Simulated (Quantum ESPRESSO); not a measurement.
# LiCl (Fm-3m) in Quantum ESPRESSO: further runs

The runs below take LiCl through dielectric tensor, with PBE, PBEsol.

Everything below comes from runs of Quantum ESPRESSO 7.5. Logs are shortened: lines on timing, memory, paths and dates and some standing lists are left out, and cuts for length are marked.

**What was measured.**

A printed reference work, monograph reports, for a bulk crystal of LiCl: high-frequency dielectric constant 2.75.

The runs below are set against these values where they give the same quantity.

### Step 1. Starting point

Symmetry: Fm-3m, No. 225, cubic system. Conventional cell: a = 5.130 Å, b = 5.130 Å, c = 5.130 Å, α = 90.00°, β = 90.00°, γ = 90.00°. Cl (site symmetry m-3m) is surrounded by 6 Li at 2.56 Å. Around Li (site symmetry m-3m) lie 6 Cl at 2.56 Å.

### Step 2. Dielectric tensor, PBE

pw.in reads:

```
&CONTROL
  calculation = 'scf'
  prefix = 'pwscf'
  outdir = './tmp'
  pseudo_dir = './pseudo'
  tprnfor = .true.
  tstress = .true.
  disk_io = 'low'
/
&SYSTEM
  ibrav = 0
  nat = 2
  ntyp = 2
  ecutwfc = 74
  nbnd = 10
  occupations = 'smearing'
  smearing = 'fd'
  degauss = 0.00367493
/
&ELECTRONS
  conv_thr = 4d-10
  electron_maxstep = 120
  mixing_beta = 0.5
/
ATOMIC_SPECIES
Cl    35.4500 Cl.upf
Li     6.9400 Li.upf
CELL_PARAMETERS bohr
   0.0000000000    4.8467128727    4.8467128727
   4.8467128727    0.0000000000    4.8467128727
   4.8467128727    4.8467128727    0.0000000000
ATOMIC_POSITIONS bohr
Cl     4.8467128727    4.8467128727    4.8467128727
Li     0.0000000000    0.0000000000    0.0000000000
K_POINTS automatic
6 6 6 1 1 1
```

scf2.in reads:

```
&CONTROL
  calculation = 'scf'
  prefix = 'pwscf'
  outdir = './tmp'
  pseudo_dir = './pseudo'
  tprnfor = .true.
  tstress = .true.
  disk_io = 'low'
/
&SYSTEM
  ibrav = 0
  nat = 2
  ntyp = 2
  ecutwfc = 74
  nbnd = 10
  occupations = 'fixed'
/
&ELECTRONS
  conv_thr = 1d-13
  electron_maxstep = 120
  mixing_beta = 0.5
  startingpot = 'file'
  startingwfc = 'file'
/
ATOMIC_SPECIES
Cl    35.4500 Cl.upf
Li     6.9400 Li.upf
CELL_PARAMETERS bohr
   0.0000000000    4.8467128727    4.8467128727
   4.8467128727    0.0000000000    4.8467128727
   4.8467128727    4.8467128727    0.0000000000
ATOMIC_POSITIONS bohr
Cl     4.8467128727    4.8467128727    4.8467128727
Li     0.0000000000    0.0000000000    0.0000000000
K_POINTS automatic
6 6 6 1 1 1
```

ph.in reads:

```
dielectric of LiCl
&INPUTPH
  prefix = 'pwscf'
  outdir = './tmp'
  tr2_ph = 1d-18
  fildyn = 'dyn'
  niter_ph = 90
  alpha_mix(1) = 0.7
  epsil = .true.
  trans = .false.
  zeu = .true.
/
0.0000000000 0.0000000000 0.0000000000
```

Potentials or basis: PseudoDojo 0.4.1 SR PBE standard.

Command:

```sh
> OMP_NUM_THREADS=1 pw.x -in pw.in > pw.out
> OMP_NUM_THREADS=1 pw.x -in scf2.in > scf2.out
> OMP_NUM_THREADS=1 ph.x -in ph.in > ph.out
```

pw.out:

```text
This program is part of the open-source Quantum ESPRESSO suite
     for quantum simulation of materials; please cite
[... 9 lines left out ...]
     --------------------
     sticks:   dense  smooth     PW     G-vecs:    dense   smooth      PW
     Sum         955     955    295                19603    19603    3287

     Using Slab Decomposition

     bravais-lattice index     =            0
     lattice parameter (alat)  =       6.8543  a.u.
     unit-cell volume          =     227.7046 (a.u.)^3
     number of atoms/cell      =            2
     number of atomic types    =            2
     number of electrons       =        10.00
     number of Kohn-Sham states=           10
     kinetic-energy cutoff     =      74.0000  Ry
     charge density cutoff     =     296.0000  Ry
     scf convergence threshold =      4.0E-10
     mixing beta               =       0.5000
     number of iterations used =            8  plain     mixing
     Exchange-correlation= PBE
                           (   1   4   3   4   0   0   0)

     celldm(1)=   6.854287  celldm(2)=   0.000000  celldm(3)=   0.000000
     celldm(4)=   0.000000  celldm(5)=   0.000000  celldm(6)=   0.000000

     crystal axes: (cart. coord. in units of alat)
               a(1) = (   0.000000   0.707107   0.707107 )
               a(2) = (   0.707107   0.000000   0.707107 )
               a(3) = (   0.707107   0.707107   0.000000 )

     reciprocal axes: (cart. coord. in units 2 pi/alat)
               b(1) = ( -0.707107  0.707107  0.707107 )
               b(2) = (  0.707107 -0.707107  0.707107 )
               b(3) = (  0.707107  0.707107 -0.707107 )

     PseudoPot. # 1 for Cl read from file:
     Cl.upf
     Pseudo is Norm-conserving + core correction, Zval =  7.0
     Generated using ONCVPSP code by D. R. Hamann
     Using radial grid of 1028 points,  6 beta functions with:
                l(1) =   0
                l(2) =   0
                l(3) =   1
                l(4) =   1
                l(5) =   2
                l(6) =   2

     PseudoPot. # 2 for Li read from file:
     Li.upf
     Pseudo is Norm-conserving, Zval =  3.0
     Generated using ONCVPSP code by D. R. Hamann
     Using radial grid of 1944 points,  4 beta functions with:
                l(1) =   0
                l(2) =   0
                l(3) =   1
                l(4) =   1

     atomic species   valence    mass     pseudopotential
     Cl                7.00    35.45000     Cl( 1.00)
     Li                3.00     6.94000     Li( 1.00)

     48 Sym. Ops., with inversion, found

   Cartesian axes

     site n.     atom                  positions (alat units)
         1        Cl     tau(   1) = (   0.7071068   0.7071068   0.7071068  )
         2        Li     tau(   2) = (   0.0000000   0.0000000   0.0000000  )

     number of k points=    28  Fermi-Dirac smearing, width (Ry)=  0.0037
                       cart. coord. in units 2pi/alat
        k(    1) = (   0.0589256   0.0589256   0.0589256), wk =   0.0185185
        k(    2) = (   0.1767767   0.1767767  -0.0589256), wk =   0.0555556
        k(    3) = (   0.2946278   0.2946278  -0.1767767), wk =   0.0555556
        k(    4) = (  -0.2946278  -0.2946278   0.4124790), wk =   0.0555556
        k(    5) = (  -0.1767767  -0.1767767   0.2946278), wk =   0.0555556
        k(    6) = (  -0.0589256  -0.0589256   0.1767767), wk =   0.0555556
[... 20 lines left out ...]
        k(   27) = (   0.2946278   0.2946278   0.2946278), wk =   0.0185185
        k(   28) = (  -0.2946278  -0.2946278   0.8838835), wk =   0.0555556

     Dense  grid:    19603 G-vectors     FFT dimensions: (  40,  40,  40)

     Initial potential from superposition of free atoms

     starting charge       9.9954, renormalised to      10.0000
     Starting wfcs are    6 randomized atomic wfcs +    4 random wfcs

     Self-consistent Calculation

     iteration #  1     ecut=    74.00 Ry     beta= 0.50
     Davidson diagonalization with overlap
     ethr =  1.00E-02,  avg # of iterations =  6.5

     Threshold (ethr) on eigenvalues was too large:
     Diagonalizing with lowered threshold

     Davidson diagonalization with overlap
     ethr =  2.14E-04,  avg # of iterations =  3.0

     total energy              =     -47.47016474 Ry
     estimated scf accuracy    <       0.02090814 Ry
[... 43 lines left out ...]
     iteration #  8     ecut=    74.00 Ry     beta= 0.50
     Davidson diagonalization with overlap
     ethr =  6.83E-12,  avg # of iterations =  2.2

     End of self-consistent calculation

          k = 0.0589 0.0589 0.0589 (  2442 PWs)   bands (ev):

   -41.8051 -11.6956   1.4169   1.6480   1.6480   8.2269  13.0464  13.4974
    13.4974  14.8957

          k = 0.1768 0.1768-0.0589 (  2464 PWs)   bands (ev):

   -41.8043 -11.5301   0.5309   1.3416   1.6423   9.0008  12.1717  12.6601
    12.8608  14.2857

          k = 0.2946 0.2946-0.1768 (  2447 PWs)   bands (ev):

   -41.8030 -11.2519  -0.6946   1.1771   1.4888   8.9086  11.4522  11.5473
    13.4254  16.2855

          k =-0.2946-0.2946 0.4125 (  2447 PWs)   bands (ev):
[... 16 lines left out ...]
   -41.8039 -11.4476   0.3884   1.2394   1.2636   9.6992  11.6258  11.6778
    13.5769  14.1309

          k = 0.4125 0.1768-0.0589 (  2443 PWs)   bands (ev):

   -41.8028 -11.2096  -0.4034   0.7091   1.1415  10.2353  11.0397  11.4853
    13.3197  15.1361

          k =-0.1768-0.4125 0.5303 (  2442 PWs)   bands (ev):
[... 6 lines left out ...]
   -41.8025 -11.1436  -0.5499   0.3650   1.2847   9.9688  11.2282  11.8838
    12.8541  15.8622

          k = 0.0589-0.1768 0.2946 (  2459 PWs)   bands (ev):

   -41.8036 -11.3875   0.0412   1.0503   1.4814   9.5626  11.6296  11.8605
    12.9155  14.6431

          k = 0.5303 0.0589 0.0589 (  2440 PWs)   bands (ev):
[... 6 lines left out ...]
   -41.8018 -10.9386  -0.9625   0.1942   0.6642   9.9011  10.7848  13.1040
    13.9233  16.0027

          k = 0.0589-0.4125 0.5303 (  2445 PWs)   bands (ev):

   -41.8019 -10.9875  -0.6322  -0.1861   0.9571  10.0273  11.6644  12.5753
    12.7091  16.4566

          k = 0.1768-0.2946 0.4125 (  2445 PWs)   bands (ev):

   -41.8025 -11.1451  -0.8819   0.8642   1.2985   9.2629  11.0387  11.7549
    13.5435  16.6992

          k =-0.6482 0.0589 0.0589 (  2450 PWs)   bands (ev):

   -41.8018 -10.9351  -1.1315   0.4818   0.6167   9.6049  10.1300  13.7772
    15.1441  15.6955

          k =-0.5303 0.1768-0.0589 (  2441 PWs)   bands (ev):

   -41.8022 -11.0420  -0.7571   0.3905   0.8301  10.1015  10.9523  12.0173
    13.8293  15.6861

          k =-0.4125 0.0589 0.0589 (  2452 PWs)   bands (ev):

   -41.8030 -11.2460  -0.2508   0.9158   0.9647  10.2576  10.9056  11.4680
    14.0178  14.6678

          k = 0.1768 0.1768 0.1768 (  2451 PWs)   bands (ev):
[... 31 lines left out ...]
   -41.8018 -10.9422  -0.6552  -0.2060   0.6897  10.6357  11.5606  12.0418
    12.8660  16.7569

          k =-0.7660 0.1768 0.1768 (  2439 PWs)   bands (ev):

   -41.8018 -10.9575  -0.8194  -0.0448   0.8545   9.7260  11.5248  12.9564
    13.2826  15.7524

          k = 0.2946 0.2946 0.2946 (  2449 PWs)   bands (ev):
[... 6 lines left out ...]
   -41.8023 -11.0939  -0.9567   0.6572   1.2666   9.3306  11.1321  11.6608
    13.7808  17.6180

     the Fermi energy is     3.0503 ev

!    total energy              =     -47.47404729 Ry
     estimated scf accuracy    <          3.1E-11 Ry
     smearing contrib. (-TS)   =      -0.00000000 Ry
     internal energy E=F+TS    =     -47.47404729 Ry

     The total energy is F=E-TS. E is the sum of the following terms:
     one-electron contribution =     -10.49977897 Ry
     hartree contribution      =       7.60821022 Ry
     xc contribution           =     -12.42761506 Ry
     ewald contribution        =     -32.15486348 Ry

     convergence has been achieved in   8 iterations

     Forces acting on atoms (cartesian axes, Ry/au):

     atom    1 type  1   force =     0.00000000    0.00000000    0.00000000
     atom    2 type  2   force =     0.00000000   -0.00000000   -0.00000000

     Total force =     0.000000     Total SCF correction =     0.000000

     Computing stress (Cartesian axis) and pressure

          total   stress  (Ry/bohr**3)                   (kbar)     P=        3.84
   0.00002610   0.00000000   0.00000000            3.84        0.00        0.00
   0.00000000   0.00002610  -0.00000000            0.00        3.84       -0.00
  -0.00000000  -0.00000000   0.00002610           -0.00       -0.00        3.84

=------------------------------------------------------------------------------=
   JOB DONE.
=------------------------------------------------------------------------------=
```

scf2.out:

```text
This program is part of the open-source Quantum ESPRESSO suite
     for quantum simulation of materials; please cite
[... 9 lines left out ...]
     --------------------
     sticks:   dense  smooth     PW     G-vecs:    dense   smooth      PW
     Sum         955     955    295                19603    19603    3287
[... 286 lines left out ...]
   0.00002604  -0.00000000  -0.00000000            3.83       -0.00       -0.00
  -0.00000000   0.00002604   0.00000000           -0.00        3.83        0.00
   0.00000000   0.00000000   0.00002604            0.00        0.00        3.83

=------------------------------------------------------------------------------=
   JOB DONE.
=------------------------------------------------------------------------------=
```

ph.out:

```text
This program is part of the open-source Quantum ESPRESSO suite
     for quantum simulation of materials; please cite
         "P. Giannozzi et al., J. Phys.:Condens. Matter 21 395502 (2009);
         "P. Giannozzi et al., J. Phys.:Condens. Matter 29 465901 (2017);
         "P. Giannozzi et al., J. Chem. Phys. 152 154105 (2020);
     in publications or presentations arising from this work. More details at

     IMPORTANT: XC functional enforced from input :
[... 185 lines left out ...]
      E*z (        0.00000        0.00000        1.18668 )

     INITIALIZATION:

     DIELECTRIC CONSTANT AND EFFECTIVE CHARGES:

      Additional routines

=------------------------------------------------------------------------------=
   JOB DONE.
=------------------------------------------------------------------------------=
```

It took 85 s on 1 thread of Intel Xeon Platinum 8375C at 2.90GHz (Ice Lake), shared host; peak memory 0.07 GiB.

What came out:

```
Free energy                             : -645.9173 eV
Pressure                                : 0.4 GPa
Electronic dielectric tensor (diagonal) : 2.96
Born charges (mean of the diagonal)     : Cl -1.19; Li +1.19 e
```

Electronic dielectric tensor:
```
2.96 0.00 0.00
0.00 2.96 0.00
0.00 0.00 2.96
```

Born effective charge tensors (e):
atom 1, Cl
```
-1.19  0.00  0.00
 0.00 -1.19  0.00
 0.00  0.00 -1.19
```
atom 2, Li
```
1.19 0.00 0.00
0.00 1.19 0.00
0.00 0.00 1.19
```

(Part 1 of 2 ends here.)
